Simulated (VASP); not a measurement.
# Ge (P6_3/mmc) in VASP: further runs

One crystal, Ge, is run at these levels: r2SCAN; tasks: single point.

All numbers are computed with VASP 6.6.1; they aren't measurements. Logs are shortened: lines on timing, memory, paths and dates and some standing lists are left out, and cuts for length are marked.

### 1 Starting point

The structure is hexagonal, space group P6_3/mmc (No. 194). Conventional cell: a = 3.998 Å, b = 3.998 Å, c = 6.599 Å, α = 90.00°, β = 90.00°, γ = 120.00°. Around Ge (site symmetry 3m) lie 4 Ge at 2.45 to 2.47 Å.

This isn't the form of Ge at room conditions, which is diamond.

### 2 Single point, r2SCAN

File INCAR:

```
SYSTEM = Ge
ADDGRID = .False.
ALGO = Normal
EDIFF = 1E-6
ENCUT = 400
ISIF = 2
ISMEAR = 0
LASPH = .True.
LCHARG = .False.
LMIXTAU = .True.
LREAL = Auto
LWAVE = .False.
METAGGA = R2SCAN
NBANDS = 36
NELM = 100
PREC = Accurate
SIGMA = 0.05
```

File KPOINTS:

```
k-points
0
Gamma
  4 4 2
  0 0 0
```

File POSCAR:

```
Ge
1.0
    3.9975858431      0.0000000000      0.0000000000
   -1.9987929216      3.4620108940      0.0000000000
    0.0000000000      0.0000000000      6.5993779500
Ge
4
Direct
    0.3333333333      0.6666666667      0.9370987500
    0.6666666667      0.3333333333      0.4370987500
    0.3333333333      0.6666666667      0.5629012500
    0.6666666667      0.3333333333      0.0629012500
```

Potentials or basis: VASP PAW PBE potentials, release 64 (Ge_d).

Started as:

```sh
$ cat potpaw_PBE.64/Ge_d/POTCAR > POTCAR
$ mpirun -np 1 vasp_std > vasp.out
```

OUTCAR:

```text
SYSTEM = Ge
   EDIFF = 1E-6
   ENCUT = 400
   ISIF = 2
   ISMEAR = 0
   LASPH = .True.
   LREAL = Auto
   METAGGA = R2SCAN
   NELM = 100
   PREC = Accurate

 Found      8 irreducible k-points:

 Following reciprocal coordinates:
            Coordinates               Weight
  0.000000  0.000000  0.000000      1.000000
  0.250000  0.000000  0.000000      6.000000
  0.500000  0.000000  0.000000      3.000000
  0.250000  0.250000  0.000000      6.000000
  0.000000  0.000000  0.500000      1.000000
  0.250000  0.000000  0.500000      6.000000
   k-points           NKPTS =      8   k-points in BZ     NKDIM =      8   number of bands    NBANDS=     36
   number of dos      NEDOS =    301   number of ions     NIONS =      4
   total plane-waves  NPLWV =  37632
   dimension x,y,z NGX =    28 NGY =   28 NGZ =   48
   dimension x,y,z NGXF=    56 NGYF=   56 NGZF=   96
   ions per type =               4
   NGX,Y,Z   is equivalent  to a cutoff of  11.64, 11.64, 12.09 a.u.
   NGXF,Y,Z  is equivalent  to a cutoff of  23.29, 23.29, 24.18 a.u.
 SYSTEM =  Ge
   PREC   = accura    normal or accurate (medium, high low for compatibility)
   ISTART =      0    job   : 0-new  1-cont  2-samecut
   ICHARG =      2    charge: 1-file 2-atom 10-const
   ISPIN  =      1    spin polarized calculation?
   LNONCOLLINEAR =      F non collinear calculations
   LSORBIT =      F    spin-orbit coupling
   LASPH  =      T    aspherical Exc in radial PAW
   ENCUT  =  400.0 eV  29.40 Ry    5.42 a.u.   6.52  6.52 10.76*2*pi/ulx,y,z
   NELM   =    100;   NELMIN=  2; NELMDL= -5     # of ELM steps
   EDIFF  = 0.1E-05   stopping-criterion for ELM
   LREAL  =      T    real-space projection
   EDIFFG = 0.1E-04   stopping-criterion for IOM
   NSW    =      0    number of steps for IOM
   IBRION =     -1    ionic relax: 0-MD 1-quasi-New 2-CG
   NFREE  =      0    steps in history (QN), initial steepest desc. (CG)
   ISIF   =      2    stress and relaxation
   ISYM   =      2    0-nonsym 1-usesym 2-fastsym
   POTIM  = 0.5000    time-step for ionic-motion
   TEBEG  =    0.0;   TEEND  =   0.0 temperature during run
   PSTRESS=    0.0 pullay stress
   NELECT =      56.0000    total number of electrons
   NUPDOWN=      -1.0000    fix difference up-down
   EMIN   =  10.00;   EMAX   =-10.00  energy-range for DOS
   EFERMI =   0.00;   METHOD = LEGACY
   ISMEAR =     0;   SIGMA  =   0.05  broadening in eV -4-tet -1-fermi 0-gaus
   EFERMI_NEDOS =   21; number of points for ismear=-14 and -15
   IALGO  =     38    algorithm
   IMIX   =      4    mixing-type and parameters
     AMIX     =   0.40;   BMIX     =  1.00
     AMIX_MAG =   1.60;   BMIX_MAG =  1.00
  volume/ion in A,a.u.               =      22.83       154.09
  Fermi-wavevector in a.u.,A,eV,Ry     =   1.390789  2.628209 26.317650  1.934293
  Thomas-Fermi vector in A             =   2.514690
   LORBIT       =      0    0 simple, 1 ext, 2 COOP (PROOUT), +10 PAW based schemes
   METAGGA = R2SCAN    functional components
   LHFCALC =     F    Hartree Fock is set to
   AEXX    =    0.0000 exact exchange contribution
   IVDW    =     0    specifies the selected vdW correction
   LEPSILON=     F    determine dielectric tensor
   LRPA    =     F    only Hartree local field effects (RPA)
 non-spin polarized calculation
 Gauss-broadening in eV      SIGMA  =   0.05
  energy-cutoff  :      400.00
  volume of cell :       91.33
 maximum number of plane-waves:      1690
 NGX is ok and might be reduce to    28
   NGX = 13   NGY = 13   NGZ = 21

 number of electron      56.0000020 magnetization

 Free energy of the ion-electron system (eV)
  ---------------------------------------------------
  ext. energy  EPLUGINS =         0.00000000
  ---------------------------------------------------
  free energy    TOTEN  =       -55.18382248 eV

  energy without entropy =      -55.18222180  energy(sigma->0) =      -55.18302214

 E-fermi :   4.9466     XC(G=0): -10.7605

 val. band max:        4.9057604869   @ k =   0.0000   0.0000   0.0000
 cond. band min:       4.9707992714   @ k =   0.0000   0.0000   0.0000
 fundamental gap:      0.0650387845
 Fermi energy:         4.9466419884

 k-point     1 :       0.0000    0.0000    0.0000
  band No.  band energies     occupation
      1     -20.7777      2.00000
      2     -20.7777      2.00000
      3     -20.7464      2.00000
      4     -20.7364      2.00000
      5     -20.7363      2.00000
      6     -20.7332      2.00000
[... 28 lines left out ...]
     35       9.6049      0.00000
     36      11.4829      0.00000

 k-point     2 :       0.2500    0.0000    0.0000
  band No.  band energies     occupation
      1     -20.8000      2.00000
      2     -20.7843      2.00000
      3     -20.7691      2.00000
      4     -20.7498      2.00000
      5     -20.7315      2.00000
      6     -20.7039      2.00000
[... 28 lines left out ...]
     35      11.6185      0.00000
     36      11.9484      0.00000

 k-point     3 :       0.5000    0.0000    0.0000
  band No.  band energies     occupation
      1     -20.7973      2.00000
      2     -20.7909      2.00000
      3     -20.7856      2.00000
      4     -20.7566      2.00000
      5     -20.7094      2.00000
      6     -20.6909      2.00000
[... 28 lines left out ...]
     35      12.7933      0.00000
     36      13.5180      0.00000

 k-point     4 :       0.2500    0.2500    0.0000
  band No.  band energies     occupation
      1     -20.8003      2.00000
      2     -20.7987      2.00000
      3     -20.7863      2.00000
      4     -20.7722      2.00000
      5     -20.6904      2.00000
      6     -20.6719      2.00000
[... 28 lines left out ...]
     35      11.1811      0.00000
     36      12.0429      0.00000

 k-point     5 :       0.0000    0.0000    0.5000
  band No.  band energies     occupation
      1     -20.7615      2.00000
      2     -20.7615      2.00000
      3     -20.7614      2.00000
      4     -20.7614      2.00000
      5     -20.7384      2.00000
      6     -20.7384      2.00000
[... 28 lines left out ...]
     35      10.8297      0.00000
     36      10.8297      0.00000

 k-point     6 :       0.2500    0.0000    0.5000
  band No.  band energies     occupation
      1     -20.7752      2.00000
      2     -20.7752      2.00000
      3     -20.7694      2.00000
      4     -20.7694      2.00000
      5     -20.7288      2.00000
      6     -20.7288      2.00000
[... 28 lines left out ...]
     35      10.8977      0.00000
     36      10.8977      0.00000

 [... further k-points ...]

------------------------ aborting loop because EDIFF is reached ----------------------------------------

  FORCE on cell =-STRESS in cart. coord.  units (eV):
  Direction    XX          YY          ZZ          XY          YZ          ZX
  --------------------------------------------------------------------------------------
  -------------------------------------------------------------------------------------
  Total        0.2820362      0.2820362     -0.8732049     -0.0000000      0.0000000      0.0000000
  in kB        4.9475050      4.9475050    -15.3178401     -0.0000000      0.0000000      0.0000000
  external PRESSURE =      -1.8076100 kB  Pullay stress =       0.0000000 kB

 VOLUME and BASIS-vectors are now :
 -----------------------------------------------------------------------------
  energy-cutoff  :      400.00
  volume of cell :       91.33
      direct lattice vectors                 reciprocal lattice vectors
     3.997585843  0.000000000  0.000000000     0.250150976  0.144424733  0.000000000
    -1.998792922  3.462010894  0.000000000     0.000000000  0.288849467  0.000000000
     0.000000000  0.000000000  6.599377950     0.000000000  0.000000000  0.151529433

 POSITION                                       TOTAL-FORCE (eV/Angst)
 -----------------------------------------------------------------------------------
     -0.00000      2.30801      6.18427         0.000000      0.000000      0.009446
      1.99879      1.15400      2.88458        -0.000000     -0.000000      0.009446
     -0.00000      2.30801      3.71480         0.000000      0.000000     -0.009446
      1.99879      1.15400      0.41511         0.000000     -0.000000     -0.009446
 -----------------------------------------------------------------------------------
    total drift:                               -0.000000      0.000000     -0.000000

  FREE ENERGIE OF THE ION-ELECTRON SYSTEM (eV)
  ---------------------------------------------------
  free  energy   TOTEN  =       -55.1838224825 eV

  energy  without entropy=      -55.1822218032  energy(sigma->0) =      -55.18302214
```

OSZICAR:

```text
N       E                     dE             d eps       ncg     rms          rms(c)
DAV:   1     0.430444418102E+03    0.43044E+03   -0.25249E+04   656   0.389E+03
DAV:   2     0.174657623523E+02   -0.41298E+03   -0.40314E+03   576   0.745E+02
DAV:   3    -0.568196985159E+02   -0.74285E+02   -0.73555E+02   660   0.193E+02
[... 12 lines left out ...]
DAV:  16    -0.551829282989E+02   -0.10467E-02   -0.15380E-04   732   0.763E-02    0.249E-02
DAV:  17    -0.551833135366E+02   -0.38524E-03   -0.44269E-05   616   0.438E-02    0.158E-02
DAV:  18    -0.551835347448E+02   -0.22121E-03   -0.12650E-05   448   0.219E-02    0.127E-02
DAV:  19    -0.551838226096E+02   -0.28786E-03   -0.66035E-05   544   0.498E-02    0.570E-03
DAV:  20    -0.551838224825E+02    0.12708E-06   -0.66627E-06   512   0.234E-02
   1 F= -.55183822E+02 E0= -.55183022E+02  d E =-.160068E-02
```

stdout:

```text
POSCAR found type information on POSCAR Ge
 POSCAR found :  1 types and       4 ions
 scaLAPACK will be used
 -----------------------------------------------------------------------------
|                                                                             |
|                                                                             |
|     You have a (more or less) 'small supercell' and for smaller cells       |
|     it is recommended to use the reciprocal-space projection scheme!        |
|     The real-space optimization is not efficient for small cells and it     |
|     is also less accurate ...                                               |
|     Therefore, set LREAL=.FALSE. in the INCAR file.                         |
|                                                                             |
 -----------------------------------------------------------------------------

 -----------------------------------------------------------------------------
|                                                                             |
|                                                                             |
|     You enforced a specific xc type in the INCAR file but a different       |
|     I HOPE YOU KNOW WHAT YOU ARE DOING!                                     |
|                                                                             |
 -----------------------------------------------------------------------------

 LDA part: xc-table for (None), standard interpolation
 POSCAR, INCAR and KPOINTS ok, starting setup
 FFT: planning ... GRIDC
 FFT: planning ... GRID_SOFT
 FFT: planning ... GRID
 WAVECAR not read
 entering main loop
```

Wall time 62 s (1 thread of Intel Xeon 6975P-C (Granite Rapids), shared host); peak memory 0.19 GiB.

These settings aren't checked as converged: the numbers below hold their error.

Results:

| Item | Value |
| --- | --- |
| Free energy | -55.1838 eV |
| Pressure | -0.2 GPa |
| Largest force | 0.009 eV/Å |
| Band gap on the k mesh | 0.06 eV, direct |

Caveat: the k mesh is coarse (spacing up to 0.48 Å⁻¹), so the values aren't converged; the PAW data sets were made with another functional, which shifts forces and pressure a little.

### 3 Single point, r2SCAN

INCAR: that of step 2 with these lines changed.

```diff
@@ -3,3 +3,3 @@
 ALGO = Normal
-EDIFF = 1E-6
+EDIFF = 0.01
 ENCUT = 400
@@ -10,3 +10,3 @@
 LMIXTAU = .True.
-LREAL = Auto
+LREAL = .False.
 LWAVE = .False.
```

KPOINTS is that of step 2.

POSCAR is that of step 2.

Potentials or basis: VASP PAW PBE potentials, release 64 (Ge_d).

Started as:

```sh
$ cat potpaw_PBE.64/Ge_d/POTCAR > POTCAR
$ mpirun -np 1 vasp_std > vasp.out
```

OUTCAR:

```text
SYSTEM = Ge
   EDIFF = 0.01
   ENCUT = 400
   ISIF = 2
   ISMEAR = 0
   LASPH = .True.
   LREAL = .False.
   METAGGA = R2SCAN
   NELM = 100
   PREC = Accurate

 Found      8 irreducible k-points:

 Following reciprocal coordinates:
            Coordinates               Weight
  0.000000  0.000000  0.000000      1.000000
  0.250000  0.000000  0.000000      6.000000
  0.500000  0.000000  0.000000      3.000000
  0.250000  0.250000  0.000000      6.000000
  0.000000  0.000000  0.500000      1.000000
  0.250000  0.000000  0.500000      6.000000
   k-points           NKPTS =      8   k-points in BZ     NKDIM =      8   number of bands    NBANDS=     36
   number of dos      NEDOS =    301   number of ions     NIONS =      4
   total plane-waves  NPLWV =  37632
   dimension x,y,z NGX =    28 NGY =   28 NGZ =   48
   dimension x,y,z NGXF=    56 NGYF=   56 NGZF=   96
   ions per type =               4
   NGX,Y,Z   is equivalent  to a cutoff of  11.64, 11.64, 12.09 a.u.
   NGXF,Y,Z  is equivalent  to a cutoff of  23.29, 23.29, 24.18 a.u.
 SYSTEM =  Ge
   PREC   = accura    normal or accurate (medium, high low for compatibility)
   ISTART =      0    job   : 0-new  1-cont  2-samecut
   ICHARG =      2    charge: 1-file 2-atom 10-const
   ISPIN  =      1    spin polarized calculation?
[... 57 lines left out ...]
 val. band max:        4.9417185196   @ k =   0.0000   0.0000   0.0000
 cond. band min:       4.9798298853   @ k =   0.0000   0.0000   0.0000
 fundamental gap:      0.0381113657
 Fermi energy:         4.9711788332

 k-point     1 :       0.0000    0.0000    0.0000
  band No.  band energies     occupation
      1     -20.7286      2.00000
      2     -20.7286      2.00000
      3     -20.6954      2.00000
      4     -20.6874      2.00000
      5     -20.6874      2.00000
      6     -20.6823      2.00000
[... 223 lines left out ...]
     35      10.9181      0.00000
     36      10.9181      0.00000

 [... further k-points ...]

------------------------ aborting loop because EDIFF is reached ----------------------------------------

  FORCE on cell =-STRESS in cart. coord.  units (eV):
  Direction    XX          YY          ZZ          XY          YZ          ZX
  --------------------------------------------------------------------------------------
  -------------------------------------------------------------------------------------
  Total       -1.0971604     -1.0971604     -2.4299472      0.0000000      0.0000000      0.0000000
  in kB      -19.2464868    -19.2464868    -42.6263541      0.0000000      0.0000000      0.0000000
  external PRESSURE =     -27.0397759 kB  Pullay stress =       0.0000000 kB

 VOLUME and BASIS-vectors are now :
 -----------------------------------------------------------------------------
  energy-cutoff  :      400.00
  volume of cell :       91.33
      direct lattice vectors                 reciprocal lattice vectors
     3.997585843  0.000000000  0.000000000     0.250150976  0.144424733  0.000000000
    -1.998792922  3.462010894  0.000000000     0.000000000  0.288849467  0.000000000
     0.000000000  0.000000000  6.599377950     0.000000000  0.000000000  0.151529433

 POSITION                                       TOTAL-FORCE (eV/Angst)
 -----------------------------------------------------------------------------------
     -0.00000      2.30801      6.18427        -0.000000     -0.000000      0.015136
      1.99879      1.15400      2.88458        -0.000000     -0.000000      0.015136
     -0.00000      2.30801      3.71480         0.000000      0.000000     -0.015136
      1.99879      1.15400      0.41511        -0.000000      0.000000     -0.015136
 -----------------------------------------------------------------------------------
    total drift:                               -0.000000      0.000000     -0.000000

  FREE ENERGIE OF THE ION-ELECTRON SYSTEM (eV)
  ---------------------------------------------------
  free  energy   TOTEN  =       -55.1753631330 eV

  energy  without entropy=      -55.1732641150  energy(sigma->0) =      -55.17431362
```

It took 32 s on 1 thread of Intel Xeon 6975P-C (Granite Rapids), shared host; peak memory 0.18 GiB.

The run converged, but some of its settings lie outside the range that counts as converged, so its numbers aren't taken as properties of the crystal.

Results:

- Free energy: -55.1754 eV
- Pressure: -2.7 GPa
- Largest force: 0.015 eV/Å
- Band gap on the k mesh: 0.04 eV, direct

Caveat: the k mesh is coarse (spacing up to 0.48 Å⁻¹), so the values aren't converged; the PAW data sets were made with another functional, which shifts forces and pressure a little.

### 4 Single point, r2SCAN

INCAR: that of step 3 with these lines changed.

```diff
@@ -3,3 +3,3 @@
 ALGO = Normal
-EDIFF = 0.01
+EDIFF = 0.001
 ENCUT = 400
```

KPOINTS is that of step 3.

POSCAR is that of step 3.

Started as:

```sh
$ cat potpaw_PBE.64/Ge_d/POTCAR > POTCAR
$ mpirun -np 1 vasp_std > vasp.out
```

Wall time 44 s (1 thread of Intel Xeon 6975P-C (Granite Rapids), shared host); peak memory 0.19 GiB.

These settings aren't checked as converged: the numbers below hold their error.

Results:

| Property | Result |
| --- | --- |
| Free energy | -55.1819 eV |
| Pressure | -0.1 GPa |
| Largest force | 0.019 eV/Å |
| Band gap on the k mesh | 0.06 eV, direct |

Caveat: the k mesh is coarse (spacing up to 0.48 Å⁻¹), so the values aren't converged; the PAW data sets were made with another functional, which shifts forces and pressure a little.

### 5 For comparison

An earlier run on the cell as given: functional PBE; potentials or basis VASP PAW PBE potentials, release 64 (Ge_d); cutoff 520 eV; k mesh 8 × 8 × 4; occupations fermi-dirac, width 0.05 eV; no spin polarisation.

* Pressure: 2.9 GPa
* Largest force: 0.014 eV/Å
* Band gap on the k mesh: 0.12 eV, direct
